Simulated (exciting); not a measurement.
Write the native input for exciting (release sodium) that does the following.

| Item | Value |
| --- | --- |
| Task | single point |
| Functional | PBE |
| Potentials or basis | all-electron LAPW+lo, shipped species files, valence relativity iora* |
| rgkmax | 9 |
| k mesh | 12 × 12 × 12 |
| Occupations | gaussian, width 0.015 eV |
| Spin | no spin polarisation |
| outputlevel | high |
| gmaxvr (cutoff of density and potential) | 14 1/bohr |
| lmaxapw (and lmaxmat) | 10 |
| lmaxvr | 8 |
| nempty | 12 |
| Valence relativity | iora* |
| epsengy | 1e-05 Ha |
| epspot | 1e-05 Ha |
| maxscl | 60 |
| Muffin-tin radii | Rh 2.3 bohr |

Crystal: Rh.

```
Rh
1.0
     0.00000    1.89785    1.89785
     1.89785    0.00000    1.89785
     1.89785    1.89785    0.00000
Rh
1
Direct
  0.00000 0.00000 0.00000
```

These files were run (other wordings do the same):

input.xml

```xml
<input>
  <title>Rh</title>
  <structure speciespath="./" tshift="false">
    <crystal scale="1">
      <basevect>0.000000000000 3.586416725621 3.586416725621</basevect>
      <basevect>3.586416725621 0.000000000000 3.586416725621</basevect>
      <basevect>3.586416725621 3.586416725621 0.000000000000</basevect>
    </crystal>
    <species speciesfile="Rh.xml" rmt="2.3">
      <atom coord="0.000000000000 0.000000000000 0.000000000000"/>
    </species>
  </structure>
  <groundstate do="fromscratch" ngridk="12 12 12" rgkmax="9" gmaxvr="14" lmaxapw="10" lmaxmat="10" lmaxvr="8" xctype="GGA_PBE" stype="Gaussian" swidth="0.00055124" nempty="12" ValenceRelativity="iora*" epsengy="1e-05" epspot="1e-05" maxscl="60" tforce="true" outputlevel="high"/>
</input>
```

Potentials or basis: all-electron LAPW+lo, shipped species files, valence relativity iora*.

Command:

```sh
$ OMP_NUM_THREADS=1 exciting_smp
```

It gave:

* Band gap on the k mesh: none (metal or under the smearing width)
* All electrons inside the program's atomic spheres: Rh 43.20 (radii Rh 2.3 bohr)

It took 21 s on 1 thread of Intel(R) Xeon(R) Platinum 8488C (Sapphire Rapids), on a shared host, peak memory 0.1 GiB.
